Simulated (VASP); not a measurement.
# W (Im-3m) in VASP: single point with PBEsol

Aim: the single point of W with PBEsol.

All numbers are computed with VASP 6.6.1; they aren't measurements. Logs are shortened: lines on timing, memory, paths and dates and some standing lists are left out, and cuts for length are marked.

## 1. Starting point

Symmetry: Im-3m, No. 229, cubic system. The conventional cell has a = 3.155 Å, b = 3.155 Å, c = 3.155 Å, α = 90.00°, β = 90.00°, γ = 90.00°. W (site symmetry m-3m) has 8 W at 2.73 Å as nearest neighbours.

## 2. Single point, PBEsol

File INCAR:

```
SYSTEM = W
PREC = Accurate ; ENCUT = 520
EDIFF = 1E-7 ; ISMEAR = 1
SIGMA = 0.1 ; LREAL = .False.
LASPH = .True. ; NELM = 80
ALGO = Normal ; ISIF = 2
LWAVE = .False. ; LCHARG = .False.
GGA = PS ; ICORELEVEL = 1
```

File KPOINTS:

```
Automatic mesh
0
Gamma
  15 15 24
  0 0 0
```

File POSCAR:

```
W
1.0
    2.7324954800      0.0000000000      0.0000000000
   -0.9108318300      2.5762214400      0.0000000000
    0.9108318300      1.2881107200      2.2310732200
W
1
Direct
    0.0000000000      0.0000000000      0.0000000000
```

Potentials or basis: VASP PAW PBE potentials, release 64 (W_sv).

On the command line:

```bash
> cat potpaw_PBE.64/W_sv/POTCAR > POTCAR
> mpirun -np 1 vasp_std > vasp.out
```

OUTCAR:

```text
SYSTEM = W
   PREC = Accurate
   ENCUT = 520
   EDIFF = 1E-7
   ISMEAR = 1
   LREAL = .False.
   LASPH = .True.
   NELM = 80
   ISIF = 2
   GGA = PS

 ion  position               nearest neighbor table
   1  0.000  0.000  0.000-

  LATTYP: Found a body centered cubic cell.
 ALAT       =     3.1552140010

  Lattice vectors:

 A1 = (   0.9108318200,   1.2881107200,  -2.2310732200)
 A2 = (  -2.7324954800,   0.0000000000,   0.0000000000)
 A3 = (   0.9108318300,   1.2881107200,   2.2310732200)

Analysis of symmetry for initial positions (statically):
=====================================================================
 Subroutine PRICEL returns:
 Original cell was already a primitive cell.

 Routine SETGRP: Setting up the symmetry group for a
 body centered cubic supercell.

 Subroutine GETGRP returns: Found 48 space group operations
 (whereof 48 operations were pure point group operations)
 out of a pool of 48 trial point group operations.

The static configuration has the point symmetry O_h .

Analysis of symmetry for dynamics (positions and initial velocities):
=====================================================================
 Subroutine PRICEL returns:
 Original cell was already a primitive cell.

 Routine SETGRP: Setting up the symmetry group for a
 body centered cubic supercell.

 Subroutine GETGRP returns: Found 48 space group operations
 (whereof 48 operations were pure point group operations)
 out of a pool of 48 trial point group operations.

The dynamic configuration has the point symmetry O_h .

 Subroutine INISYM returns: Found 48 space group operations
 (whereof 48 operations are pure point group operations),
 and found     1 'primitive' translations

----------------------------------------------------------------------------------------

                                     Primitive cell

  volume of cell :      15.7057

  direct lattice vectors                    reciprocal lattice vectors
     2.732495480  0.000000000  0.000000000     0.365965839  0.129388464 -0.224107393
    -0.910831830  2.576221440  0.000000000     0.000000000  0.388165390 -0.224107392
     0.910831830  1.288110720  2.231073220     0.000000000  0.000000000  0.448214783

  length of vectors
     2.732495480  2.732495477  2.732495483     0.448214784  0.448214784  0.448214783

  position of ions in fractional coordinates (direct lattice)
     0.000000000  0.000000000  0.000000000

  ion indices of the primitive-cell ions
   primitive index   ion index
                 1           1

----------------------------------------------------------------------------------------

 KPOINTS: Automatic mesh

Automatic generation of k-mesh.
 Grid dimensions read from file:
 generate k-points for:   15   15   24

 Generating k-lattice:

  Cartesian coordinates                     Fractional coordinates (reciprocal lattice)
     0.024397723  0.008625898 -0.014940493     0.066666667  0.000000000 -0.000000000
     0.000000000  0.025877693 -0.014940493     0.000000000  0.066666667 -0.000000000
     0.000000000  0.000000000  0.018675616     0.000000000  0.000000000  0.041666667

  Length of vectors
     0.029880986  0.029880986  0.018675616

  Shift w.r.t. Gamma in fractional coordinates (k-lattice)
     0.000000000  0.000000000  0.000000000

 -----------------------------------------------------------------------------
|                                                                             |
|           W    W    AA    RRRRR   N    N  II  N    N   GGGG   !!!           |
|           W    W   A  A   R    R  NN   N  II  NN   N  G    G  !!!           |
|           W    W  A    A  R    R  N N  N  II  N N  N  G       !!!           |
|           W WW W  AAAAAA  RRRRR   N  N N  II  N  N N  G  GGG   !            |
|           WW  WW  A    A  R   R   N   NN  II  N   NN  G    G                |
|           W    W  A    A  R    R  N    N  II  N    N   GGGG   !!!           |
|                                                                             |
|     Your reciprocal lattice and k-lattice belong to different lattice       |
|     classes:                                                                |
|                                                                             |
|        The reciprocal lattice is face-centered cubic,                       |
|        whereas your k-lattice is base-centered monoclinic.                  |
|                                                                             |
|     Results are often still useful ...                                      |
|                                                                             |
 -----------------------------------------------------------------------------

 WARNING: IBZKPT: internal override: KBLOWUP is changed to .FALSE.
      ... skipping the blow-up phase ...

 Subroutine IBZKPT returns following result:
 ===========================================

 Found   1248 irreducible k-points:

 Following reciprocal coordinates:
            Coordinates               Weight
  0.000000  0.000000  0.000000      1.000000
  0.066667  0.000000  0.000000      6.000000
  0.133333  0.000000  0.000000      6.000000
  0.200000  0.000000  0.000000      6.000000
  0.266667  0.000000  0.000000      6.000000
  0.333333  0.000000  0.000000     12.000000
[... 16 lines left out ...]
  0.333333  0.200000  0.000000     24.000000
  0.400000  0.200000 -0.000000      6.000000
 [... further k-points ...]
   k-points           NKPTS =   1248   k-points in BZ     NKDIM =   1248   number of bands    NBANDS=     11
   number of dos      NEDOS =    301   number of ions     NIONS =      1
   total plane-waves  NPLWV =   8000
   dimension x,y,z NGX =    20 NGY =   20 NGZ =   20
   dimension x,y,z NGXF=    40 NGYF=   40 NGZF=   40
   ions per type =               1
   NGX,Y,Z   is equivalent  to a cutoff of  12.17, 12.17, 12.17 a.u.
   NGXF,Y,Z  is equivalent  to a cutoff of  24.34, 24.34, 24.34 a.u.
 SYSTEM =  W
   PREC   = accura    normal or accurate (medium, high low for compatibility)
   ISTART =      0    job   : 0-new  1-cont  2-samecut
   ICHARG =      2    charge: 1-file 2-atom 10-const
   ISPIN  =      1    spin polarized calculation?
   LNONCOLLINEAR =      F non collinear calculations
   LSORBIT =      F    spin-orbit coupling
   LASPH  =      T    aspherical Exc in radial PAW
   ENCUT  =  520.0 eV  38.22 Ry    6.18 a.u.   5.08  5.08  5.08*2*pi/ulx,y,z
   NELM   =     80;   NELMIN=  2; NELMDL= -5     # of ELM steps
   EDIFF  = 0.1E-06   stopping-criterion for ELM
   LREAL  =      F    real-space projection
   EDIFFG = 0.1E-05   stopping-criterion for IOM
   NSW    =      0    number of steps for IOM
   IBRION =     -1    ionic relax: 0-MD 1-quasi-New 2-CG
   NFREE  =      0    steps in history (QN), initial steepest desc. (CG)
   ISIF   =      2    stress and relaxation
   ISYM   =      2    0-nonsym 1-usesym 2-fastsym
   POTIM  = 0.5000    time-step for ionic-motion
   TEBEG  =    0.0;   TEEND  =   0.0 temperature during run
   PSTRESS=    0.0 pullay stress
   NELECT =      14.0000    total number of electrons
   NUPDOWN=      -1.0000    fix difference up-down
   EMIN   =  10.00;   EMAX   =-10.00  energy-range for DOS
   EFERMI =   0.00;   METHOD = LEGACY
   ISMEAR =     1;   SIGMA  =   0.10  broadening in eV -4-tet -1-fermi 0-gaus
   EFERMI_NEDOS =   21; number of points for ismear=-14 and -15
   IALGO  =     38    algorithm
   IMIX   =      4    mixing-type and parameters
     AMIX     =   0.40;   BMIX     =  1.00
     AMIX_MAG =   1.60;   BMIX_MAG =  1.00
  volume/ion in A,a.u.               =      15.71       105.99
  Fermi-wavevector in a.u.,A,eV,Ry     =   1.575549  2.977357 33.774502  2.482356
  Thomas-Fermi vector in A             =   2.676516
   LORBIT       =      0    0 simple, 1 ext, 2 COOP (PROOUT), +10 PAW based schemes
   GGA     = PS    functional components
   LHFCALC =     F    Hartree Fock is set to
   AEXX    =    0.0000 exact exchange contribution
   IVDW    =     0    specifies the selected vdW correction
   LEPSILON=     F    determine dielectric tensor
   LRPA    =     F    only Hartree local field effects (RPA)
 non-spin polarized calculation
 Methfessel and Paxton  Order N= 1 SIGMA  =   0.10
  energy-cutoff  :      520.00
  volume of cell :       15.71
 maximum number of plane-waves:       436
   NGX = 11   NGY = 11   NGZ = 11

 number of electron      14.0000005 magnetization

 Free energy of the ion-electron system (eV)
  ---------------------------------------------------
  ext. energy  EPLUGINS =         0.00000000
  ---------------------------------------------------
  free energy    TOTEN  =       -13.80471027 eV

  energy without entropy =      -13.80498483  energy(sigma->0) =      -13.80480179

 the core state eigenenergies are
   1-  1s -69451.5213  2s -11972.0850  2p -10465.6895  3s  -2744.6944  3p  -2298.8077
       3d  -1786.7679  4s   -553.1648  4p   -406.9533  4d   -221.8363  4f    -16.7436

 E-fermi :  11.4185     XC(G=0): -13.8139

 val. band max:       11.4150249304   @ k =  -0.2667   0.3333   0.2917
 cond. band min:      11.4214436799   @ k =  -0.1333   0.2000   0.1667
 fundamental gap:      0.0064187496
 Fermi energy:        11.4184656779

 k-point     1 :       0.0000    0.0000    0.0000
  band No.  band energies     occupation
      1     -62.7281      2.00000
      2     -26.2716      2.00000
      3     -26.2716      2.00000
      4     -26.2716      2.00000
      5       1.7047      2.00000
      6      10.1573      2.00000
      7      10.1573      2.00000
      8      10.1573      2.00000
      9      13.6654      0.00000
     10      13.6654      0.00000
     11      25.9719      0.00000

 k-point     2 :       0.0667    0.0000    0.0000
  band No.  band energies     occupation
      1     -62.7220      2.00000
      2     -26.3341      2.00000
      3     -26.2910      2.00000
      4     -26.2719      2.00000
      5       1.9227      2.00000
      6      10.0246      2.00000
      7      10.1263      2.00000
      8      10.3682      2.00000
      9      13.4558      0.00000
     10      13.6669      0.00000
     11      26.1581      0.00000
[... 295 lines left out ...]
 k-point    24 :       0.4000    0.2000   -0.0000
  band No.  band energies     occupation
      1     -62.5766      2.00000
      2     -27.4464      2.00000
      3     -26.8960      2.00000
      4     -26.4087      2.00000
      5       6.2725      2.00000
      6       8.0660      2.00000
      7      10.0340      2.00000
      8      13.4314      0.00000
      9      14.9054      0.00000
     10      19.8975      0.00000
     11      20.8439      0.00000

 [... further k-points ...]

------------------------ aborting loop because EDIFF is reached ----------------------------------------

  FORCE on cell =-STRESS in cart. coord.  units (eV):
  Direction    XX          YY          ZZ          XY          YZ          ZX
  --------------------------------------------------------------------------------------
  -------------------------------------------------------------------------------------
  Total        0.0338283      0.0338283      0.0338283     -0.0000000     -0.0000000      0.0000000
  in kB        3.4509203      3.4509203      3.4509203     -0.0000000     -0.0000000      0.0000000
  external PRESSURE =       3.4509203 kB  Pullay stress =       0.0000000 kB

 VOLUME and BASIS-vectors are now :
 -----------------------------------------------------------------------------
  energy-cutoff  :      520.00
  volume of cell :       15.71
      direct lattice vectors                 reciprocal lattice vectors
     2.732495480  0.000000000  0.000000000     0.365965839  0.129388464 -0.224107393
    -0.910831830  2.576221440  0.000000000     0.000000000  0.388165390 -0.224107392
     0.910831830  1.288110720  2.231073220     0.000000000  0.000000000  0.448214783

 POSITION                                       TOTAL-FORCE (eV/Angst)
 -----------------------------------------------------------------------------------
      0.00000      0.00000      0.00000         0.000000      0.000000      0.000000
 -----------------------------------------------------------------------------------
    total drift:                                0.000000      0.000000      0.000000

  FREE ENERGIE OF THE ION-ELECTRON SYSTEM (eV)
  ---------------------------------------------------
  free  energy   TOTEN  =       -13.8047102721 eV

  energy  without entropy=      -13.8049848261  energy(sigma->0) =      -13.80480179
```

Wall time 85 s (1 thread of Intel Xeon Platinum 8488C (Sapphire Rapids), shared host); peak memory 0.31 GiB.

Results:

```
Free energy            : -13.8047 eV
Pressure               : 0.3 GPa
Band gap on the k mesh : none (metal or under the smearing width)
```

Levels at points of the mesh, in eV from the Fermi level:
| k point | band 3 | band 4 | band 5 | band 6 | band 7 | band 8 | band 9 | band 10 | band 11 |
| --- | --- | --- | --- | --- | --- | --- | --- | --- | --- |
| (0.00, 0.00, 0.00) | -37.69 | -37.69 | -9.71 | -1.26 | -1.26 | -1.26 | 2.25 | 2.25 | 14.55 |
| (0.00, 0.00, 0.50) | -38.12 | -37.70 | -6.36 | -3.63 | 0.72 | 2.15 | 3.14 | 6.24 | 11.21 |

Core levels (eV, on the scale of the bands):
| atom | levels |
| --- | --- |
| 1 W | 1s -69451.5, 2s -11972.1, 2p -10465.7, 3s -2744.7, 3p -2298.8, 3d -1786.8, 4s -553.2, 4p -407.0, 4d -221.8, 4f -16.7 |

Caveat: the PAW data sets were made with another functional, which shifts forces and pressure a little. Spin-orbit coupling is left out, which matters for the levels of W.
